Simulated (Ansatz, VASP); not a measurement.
# InP in two plane-wave programs

Aim: how closely do two programs agree when they are given the same cell, functional and k mesh? The structure shown is the end of the Ansatz relaxation below.

Calculated with Ansatz 0.2.0; plane waves, with VASP 6.6.1 beside it; single point at LDA.

## Step 1: Set-up

Symmetry: Imm2, No. 44, orthorhombic system. Conventional cell: a = 4.119 Å, b = 4.285 Å, c = 5.694 Å, α = 90.00°, β = 90.00°, γ = 90.00°. P has 4 In at 2.53 to 2.55 Å nearest. Nearest to In lie 4 P at 2.53 to 2.55 Å. Farther neighbours are not listed.

## Step 2: Ansatz: relaxation, LDA

Ansatz runs on its PAW soft_1 files.

This run makes the geometry at which the two programs are then compared.

Contents of input.yaml:

```yaml
crystal:
  lattice:
    - [0.0586779269, 2.9713523273, 2.8640549586]
    - [2.9713523273, 0.0586779269, 2.8640549586]
    - [3.0300302543, 3.0300302543, 1.0e-10]
  atoms:
    - { symbol: P, position: [0.7525968614, 0.7525968614, 0.7474031386] }
    - { symbol: In, position: [-0.0025968614, -0.0025968614, 0.0025968614] }
  conventional_axes: [[0, 0, 1], [1, -1, 0], [1, 1, -1]]
kpoints:
  mp_grid: { grid: [20, 20, 20] }
hamiltonian:
  xc: lda
  pseudopotentials: { kind: paw, azcp: { folder: soft_1 }, xc_functional: pbe }
scf:
  occupations: { method: gaussian, width: 0.02 }
output:
  forces: true
  stress: true
  eigenvalues: true
relax:
  adjacent_minimum: "off"
  f_tol: 0.001
  max_steps: 60
  cell: { stress_tol: 0.01, fix: [a, angles] }
```

Started as:

```bash
$ ansatz run input.yaml --threads 4 --pin off --max-ram 10240MiB --backend cpu --events-out ev --progress --plain --runs-dir out
```

Numbers of over 12 decimals in the logs are rounded to 6 here.

Log:

```text
Engine: ansatz 0.2.0, aarch64-unknown-linux-gnu
Pseudopotentials: kind: paw
Pseudopotential: P, paw, valence charge 5, recommended cutoff 420 eV (normal), soft_1/P.paw.azcp
Pseudopotential: In, paw, valence charge 13, recommended cutoff 420 eV (normal), soft_1/In.paw.azcp
Functional definition: SPW92
  exchange = slater_x
  correlation = pw_c
Crystal: 2 atoms, lattice volume = 50.553 Å³
Basis set: ecut = 420 eV, 973 PW (Γ)
Bands: 13, of which v1, the nominal top of the filled ones, is band 9 counted from 1 (8 counted from 0)
Symmetry: 4 space group operations
Space group: Imm2 (ITA 44), of the structure as read, at distance tolerance 3.7e-5 Å
k-points: 1166 of 8000 (time reversal used)
Non-local potential: P, projectors of the file, l = 0: 2, l = 1: 2, l = 2: 1
Non-local potential: In, projectors of the file, l = 0: 2, l = 1: 2, l = 2: 2, l = 3: 1
PAW form: soft (Blöchl's): semilocal exchange-correlation on the pseudo side does not see the compensation charge
PAW frozen core: P, regenerated for the run's functional, and the local potential with it (the file was generated under x = pbe(κ = 0.804, μ = 0.219515), c = pbe(β = 0.066725))
PAW frozen core: In, regenerated for the run's functional, and the local potential with it (the file was generated under x = pbe(κ = 0.804, μ = 0.219515), c = pbe(β = 0.066725))
PAW one-centre angular grid: P, 110 points (default); XC on 64 Gauss nodes
PAW one-centre angular grid: In, 590 points (default); XC on 64 Gauss nodes
Initial density: superposition of atomic densities (chi_scale 0.1, normalization cell, long waves kept (reshape's long-wave potential 0.00 eV rms))
Initial wavefunctions: pseudopotential atomic-orbital guess
Functional: x = slater, c = lda
SCF iter   1: F=—  HF=-6183.832163 eV  |F-HF|=—  |Δ(HF+E_count)|=         —  Δρ=3.20e-2  dr2=7.69e-1  ethr=3.10e-3  ⟨swp⟩=6.3  Hψ=104728  notcnv=0
preconditioner: auto → none  [insulator: Δε(μ)=0.674 eV  Ē_g=14.352 eV  σ=0.020 eV  W_gap=1.00  n_scr=14 (ndim 8)  ℏωp=22.2 eV  f_vac=0.000  D(μ)=0.00/eV (n_scr^D=0)  ε∞_Penn≈3.4]
SCF iter   2: F=—  HF=-6183.605938 eV  |F-HF|=—  |Δ(HF+E_count)|=   2.26e-1  Δρ=1.50e-2  dr2=9.17e-2  ethr=3.10e-3  ⟨swp⟩=3.6  Hψ=38960  notcnv=0
SCF iter   3: F=—  HF=-6183.585484 eV  |F-HF|=—  |Δ(HF+E_count)|=   2.05e-2  Δρ=5.74e-3  dr2=1.24e-2  ethr=5.09e-4  ⟨swp⟩=2.6  Hψ=25980  notcnv=0
SCF iter   4: F=—  HF=-6183.582801 eV  |F-HF|=—  |Δ(HF+E_count)|=   2.68e-3  Δρ=7.02e-4  dr2=1.23e-4  ethr=6.89e-5  ⟨swp⟩=3.1  Hψ=30110  notcnv=0
SCF iter   5: F=—  HF=-6183.582771 eV  |F-HF|=—  |Δ(HF+E_count)|=   2.98e-5  Δρ=1.42e-4  dr2=5.87e-6  ethr=6.84e-7  ⟨swp⟩=2.0  Hψ=25662  notcnv=0
SCF iter   6: F=—  HF=-6183.582771 eV  |F-HF|=—  |Δ(HF+E_count)|=   7.49e-7  Δρ=2.10e-5  dr2=1.91e-7  ethr=3.26e-8  ⟨swp⟩=3.0  Hψ=27472  notcnv=0
SCF iter   7: F=-6183.582771 eV  HF=-6183.582771 eV  |F-HF|=4.20e-9  |Δ(HF+E_count)|=   3.07e-8  Δρ=3.85e-6  dr2=7.48e-9  ethr=5.56e-10  ⟨swp⟩=7.1  Hψ=79044  notcnv=0
SCF 1 converged in 7 iterations: F = -6183.582771 eV  dr2 = 7.48e-9
  greatest PAW one-centre occupation: 0.982 electrons in one spin orbital (limit 2), on the In atom at site 1 (counted from 0), in its partial waves of l = 2
relax step   1: F+E_penalty+E_count = -6183.58277145 eV  Δ(F+E_penalty+E_count) = +0.000e0 eV  max|allowed force component| = 6.532e-2 eV/Å  Δτ_max = 0.0000 Å  P = -1.489 GPa  Ω = 50.553 Å³  fix = [a, alpha, beta, gamma]  reactions: a -3.905 GPa  (7 SCF iters, dr2 threshold 1.00e-7 eV, accepted)
[...]
relax step   2: F+E_penalty+E_count = -6183.58356804 eV  Δ(F+E_penalty+E_count) = -7.966e-4 eV  max|allowed force component| = 4.579e-3 eV/Å  Δτ_max = 0.0056 Å  P = -1.099 GPa  Ω = 50.220 Å³  energy of the carried Pulay correction = +3.417e-5 eV  fix = [a, alpha, beta, gamma]  reactions: a -3.406 GPa  (4 SCF iters, dr2 threshold 2.00e-7 eV, accepted)
[...]
relax step   3: F+E_penalty+E_count = -6183.58358983 eV  Δ(F+E_penalty+E_count) = -2.179e-5 eV  max|allowed force component| = 9.667e-4 eV/Å  Δτ_max = 0.0008 Å  P = -1.141 GPa  Ω = 50.252 Å³  energy of the carried Pulay correction = +3.092e-5 eV  fix = [a, alpha, beta, gamma]  reactions: a -3.421 GPa  (4 SCF iters, dr2 threshold 2.74e-8 eV, accepted)
[...]
relax step   4: F+E_penalty+E_count = -6183.58356025 eV  Δ(F+E_penalty+E_count) = +2.958e-5 eV  max|allowed force component| = 9.710e-4 eV/Å  Δτ_max = 0.0000 Å  P = -1.141 GPa  Ω = 50.252 Å³  fix = [a, alpha, beta, gamma]  reactions: a -3.421 GPa  stress off target by 9.19e-3 GPa on what of the cell is left free  SCF on the basis re-selected at this cell (its energy is not comparable with the rows above)  (7 SCF iters)
basis re-selected at this cell: Δ(F+E_penalty+E_count) = +2.958e-5 eV, ΔP = -0.000 GPa vs the last step (what re-selecting the basis moved, of the pressure what is left beyond the Pulay correction that the steps carried, after the strain that the cell walked since its last selection, with what the two solves' SCF thresholds leave and, on support functions, any second-order correction that the steps lacked; it is no m [...]
SCF converged after 7 iterations
Free energy (F): -6183.583560 eV
Harris-Foulkes:  -6183.583560 eV  (|F-HF|=9.09e-13)
Internal energy: -6183.583560 eV  (E = F + TS)
E sigma→0 (E₀):  -6183.583560 eV
Fermi energy:    7.077159 eV
--- Per-component energies (eV) ---
  E_band       = -56.069132
  E_kinetic    = 288.513191
  E_local      = -1334.133569  (includes V_loc(G=0)·N_el)
  E_nonlocal   = 363.904454
  E_hartree    = 532.416785
  E_xc         = -213.860038
  E_vxc        = -151.420206  (∫ρ·V_xc dr)
  E_paw        = -4599.160961  (= ΣΔE_a)
  E_vpaw       = -287.766651  (= ΣTr[D̂ρ^β])
  E_aug_tail   = 0.000079  (compensation charges beyond the density's cutoff)
  E_ewald      = -1221.665387
  E_core_change = 0.401886  (= ΣΔE_core)
  E_smearing   = -0.000000  (= −TS)
  E_closure    = 0.000000  (closes the sum)
  Σ components = -6183.583560   (vs F -6183.583560, Δ=0.00e0)
--- Forces (eV/Å), atoms counted from 1 ---
  atom   1  P      0.00000000     0.00000000    -0.00097092
  atom   2  In    -0.00000000    -0.00000000     0.00097107
  max |Σ_I F_I| component: 1.50e-7 eV/Å
--- Stress (GPa, compression-positive) ---
       -1.707474      -1.713854      -0.000000
       -1.713854      -1.707474      -0.000000
       -0.000000      -0.000000      -0.009186
  P = ⅓ Tr σ = -1.1414 GPa (-11.414 kbar)
--- Band table (eV; the first three rows and the last of 1166) ---
  k-point 0: bands = [... 5 lower, -4.7674, 6.6178, 6.8488, 6.8982, 7.2561, 10.5972, 10.7518, 10.9955]
  k-point 1: bands = [... 5 lower, -4.7392, 6.1855, 6.8027, 6.8142, 7.6698, 10.6241, 10.7851, 11.0400]
  k-point 2: bands = [... 5 lower, -4.6553, 5.4586, 6.7119, 6.7182, 8.1372, 10.6813, 10.9407, 11.1592]
  k-point 1165: bands = [... 5 lower, -2.2440, 1.0936, 4.0846, 4.4824, 8.0858, 8.8234, 16.0484, 16.1406]
--- Relaxed structure (3 steps of the walk, 3 accepted, 1 SCFs on fresh bases) ---
  F+E_penalty+E_count = -6183.58356025 eV   max|allowed force component| = 9.710e-4 eV/Å   (the final SCF, on the basis selected at the relaxed cell)
  cell:  # Å, volume = 50.2520 Å³
    - [0.058595, 2.971435, 2.846819]
    - [2.971435, 0.058595, 2.846819]
    - [3.0300302543, 3.0300302543, 1.028976885940182e-10]
  atoms:
    - { symbol: P, position: [0.753430, 0.753430, 0.746570] }
    - { symbol: In, position: [-0.0034304, -0.0034304, 0.0034304] }
```

## Step 3: VASP: single point, LDA

The same cell, functional (in two slightly different forms), mesh and smearing now go to VASP, with its own data sets.

Lines of VASP's logs that name or quote its potential files are left out, and so is its time.

Contents of INCAR:

```
SYSTEM = InP
PREC = Accurate
ENCUT = 500
EDIFF = 1E-06
NELM = 120
ISMEAR = 0
SIGMA = 0.02
LREAL = .FALSE.
ALGO = Normal
GGA = CA
NBANDS = 15
LORBIT = 11
LWAVE = .FALSE.
LCHARG = .FALSE.
ISIF = 2
LASPH = .TRUE.
GGA_COMPAT = .FALSE.
EFERMI = MIDGAP
KPAR = 2
```

Contents of POSCAR:

```
InP
1.0
    0.0585954203      2.9714348339      2.8468188096
    2.9714348339      0.0585954203      2.8468188096
    3.0300302543      3.0300302543      0.0000000001
P In
1 1
Direct
    0.7534303979      0.7534303979      0.7465696021
    0.9965696021      0.9965696021      0.0034303979
```

Contents of KPOINTS:

```
Automatic mesh
0
Gamma
20 20 20
0 0 0
```

Potentials, in the order of the species: P and In_d (LDA family, release 64).

Started as:

```bash
$ mpirun -np 2 vasp_std
```

Log:

```text
[banner, memory and clock lines left out]
running    2 mpi-ranks, on    1 nodes
 distrk:  each k-point on    1 cores,    2 groups
 distr:  one band on    1 cores,    1 groups

 POSCAR found type information on POSCAR P In
 POSCAR found :  2 types and       2 ions
 LDA part: xc-table for (Slater(with rela. corr.)+CA(PZ))
 , standard interpolation
 POSCAR, INCAR and KPOINTS ok, starting setup
 FFT: planning ... GRIDC
 FFT: planning ... GRID_SOFT
 FFT: planning ... GRID
 WAVECAR not read
 entering main loop
       N       E                     dE             d eps       ncg     rms          rms(c)
DAV:   1     0.110865604380E+03    0.11087E+03   -0.83233E+03 35243   0.130E+03
DAV:   2    -0.235835283299E+01   -0.11322E+03   -0.10868E+03 38172   0.306E+02
DAV:   3    -0.987752057737E+01   -0.75192E+01   -0.74780E+01 45564   0.795E+01
DAV:   4    -0.100801077690E+02   -0.20259E+00   -0.20251E+00 44106   0.142E+01
DAV:   5    -0.100901433849E+02   -0.10036E-01   -0.10035E-01 53455   0.273E+00    0.582E+00
DAV:   6    -0.970034798553E+01    0.38980E+00   -0.61327E-01 56226   0.134E+01    0.347E+00
DAV:   7    -0.965922739469E+01    0.41121E-01   -0.14870E-01 49812   0.321E+00    0.117E+00
DAV:   8    -0.965402810761E+01    0.51993E-02   -0.13343E-02 46635   0.140E+00    0.381E-01
DAV:   9    -0.965377979466E+01    0.24831E-03   -0.11315E-03 48208   0.404E-01    0.173E-01
DAV:  10    -0.965380848879E+01   -0.28694E-04   -0.14600E-04 55281   0.134E-01    0.108E-01
DAV:  11    -0.965381279338E+01   -0.43046E-05   -0.23873E-05 55235   0.738E-02    0.516E-02
DAV:  12    -0.965381048225E+01    0.23111E-05   -0.49848E-06 45935   0.243E-02    0.109E-02
DAV:  13    -0.965381045883E+01    0.23423E-07   -0.39649E-07 25778   0.400E-03
   1 F= -.96538105E+01 E0= -.96538105E+01  d E =-.720399E-46
```

OUTCAR, selected parts (step 3):

```text
ion  position               nearest neighbor table
   1  0.753  0.753  0.747-   2 2.53   2 2.53   2 2.55   2 2.55
   2  0.997  0.997  0.003-   1 2.53   1 2.53   1 2.55   1 2.55

  LATTYP: Found a body centered orthorhombic cell.
 ALAT       =     4.1193770037
 B/A-ratio  =     1.0402325100
 C/A-ratio  =     1.3821598785

 Subroutine GETGRP returns: Found  4 space group operations
 (whereof  4 operations were pure point group operations)

The static configuration has the point symmetry C_2v.

 Found   1166 irreducible k-points:

   k-points           NKPTS =   1166   k-points in BZ     NKDIM =   1166   number of bands    NBANDS=     15

   dimension x,y,z NGX =    30 NGY =   30 NGZ =   32
   dimension x,y,z NGXF=    60 NGYF=   60 NGZF=   64

   ENCUT  =  500.0 eV  36.75 Ry    6.06 a.u.   7.50  7.50  7.81*2*pi/ulx,y,z

   NELECT =      18.0000    total number of electrons

 k-points in reciprocal lattice and weights: Automatic mesh
   0.00000000  0.00000000  0.00000000       0.000
   0.05000000  0.00000000  0.00000000       0.001
   0.10000000  0.00000000  0.00000000       0.001
   0.15000000  0.00000000  0.00000000       0.001
   0.20000000  0.00000000  0.00000000       0.001
   0.25000000  0.00000000  0.00000000       0.001
   0.30000000  0.00000000  0.00000000       0.001
   0.35000000 -0.00000000 -0.00000000       0.001
   0.40000000  0.00000000  0.00000000       0.001
[...]
0.25000000  0.25000000  0.50000000       0.000
  -0.25000000  0.25000000  0.50000000       0.000

 average (electrostatic) potential at core
       1 -83.9977       2 -95.2202

 E-fermi :   5.3236

 k-point     1 :       0.0000    0.0000    0.0000
  band No.  band energies     occupation
    ...
      5      -9.0074      2.00000
      6      -6.5244      2.00000
      7       4.8483      2.00000
      8       5.0810      2.00000
      9       5.1302      2.00000
     10       5.5169      0.00000
     11       8.8334      0.00000
     12       8.9886      0.00000
     13       9.2326      0.00000
     14      13.3246      0.00000
    ...

 k-point     2 :       0.0500    0.0000    0.0000
  band No.  band energies     occupation
    ...
      5      -9.0074      2.00000
      6      -6.4942      2.00000
      7       4.5993      2.00000
      8       4.8108      2.00000
      9       5.0833      2.00000
     10       5.9141      0.00000
     11       8.8870      0.00000
     12       9.0258      0.00000
     13       9.2368      0.00000
     14      13.5009      0.00000
    ...

 k-point     3 :       0.1000    0.0000    0.0000
  band No.  band energies     occupation
    ...
      5      -9.0073      2.00000
      6      -6.4045      2.00000
      7       3.8848      2.00000
      8       4.7074      2.00000
      9       4.9887      2.00000
     10       6.3208      0.00000
     11       9.0318      0.00000
     12       9.1232      0.00000
     13       9.3146      0.00000
     14      13.6225      0.00000
    ...

  Total       -0.5292511     -0.5292511      0.0021484     -0.5399955     -0.0000000     -0.0000000
  in kB      -16.8740380    -16.8740380      0.0684966    -17.2166004     -0.0000000     -0.0000000
  external PRESSURE =     -11.2265265 kB  Pullay stress =       0.0000000 kB

  energy-cutoff  :      500.00
  volume of cell :       50.25
      direct lattice vectors                 reciprocal lattice vectors
     0.058595420  2.971434834  2.846818810    -0.171653816  0.171653816  0.175634641
     2.971434834  0.058595420  2.846818810     0.171653816 -0.171653816  0.175634641
     3.030030254  3.030030254  0.000000000     0.165014854  0.165014854 -0.175634641

 POSITION                                       TOTAL-FORCE (eV/Angst)
 -----------------------------------------------------------------------------------
      4.54505      4.54505      4.28976         0.000000      0.000000     -0.000878
      3.03003      3.03003      5.67411        -0.000000     -0.000000      0.000878
 -----------------------------------------------------------------------------------
    total drift:                                0.000013      0.000013      0.000427

  FREE ENERGIE OF THE ION-ELECTRON SYSTEM (eV)
  ---------------------------------------------------
  free  energy   TOTEN  =        -9.6538104588 eV

  energy  without entropy=       -9.6538104588  energy(sigma->0) =       -9.65381046

 total charge
# of ion       s       p       d       tot
------------------------------------------
    1        1.036   1.482   0.000   2.518
    2        0.846   0.782   9.896  11.524
--------------------------------------------------
tot          1.882   2.264   9.896  14.042

[... 3 further parts left out ...]
```

The run ends at a pressure of -1.12 GPa, with forces up to 8.8e-4 eV/Å.

## Step 4: Differences

Known differences besides the potentials themselves: the two LDA forms differ slightly; the cutoff is 420 eV in Ansatz and 500 eV in VASP; VASP's log shows a relativistic correction to its local exchange, Ansatz's none; Ansatz's pressure holds a Pulay correction, VASP's none. Total energies have different zeros and are not compared.

The two programs side by side:

| quantity | Ansatz | VASP | difference |
| --- | --- | --- | --- |
| pressure (GPa) | -1.14 | -1.12 | -0.02 |
| gap on the k mesh (eV) | 0.358 | 0.387 | -0.029 |

A gap on the mesh is an upper bound, since the band edges may lie between its points.

## Step 5: What came out

```yaml
difference_in_gap_on_the_k_mesh_single_point_lda: -0.029 eV
```

**Reading.** The difference in gap on the k mesh is -0.029 eV (single point, LDA), within the 0.08 eV picked in this series as the mark of a large difference. 1 further run of this series is not shown here. How closely two codes agree says nothing of how well the functional describes the real material.

[Lines on the potential files, build, host, timing and source positions are cut from VASP's logs without a mark.]

[Logs are printed without paths, hosts, clocks, repeated set-up lines and the standing remarks that a program may print on its own settings, such as how far it seeks lower states.]

[Hosts, paths, dates, database ids (printed as entryN), source tags and the programs' standing remarks are cut or masked in the printed files.]
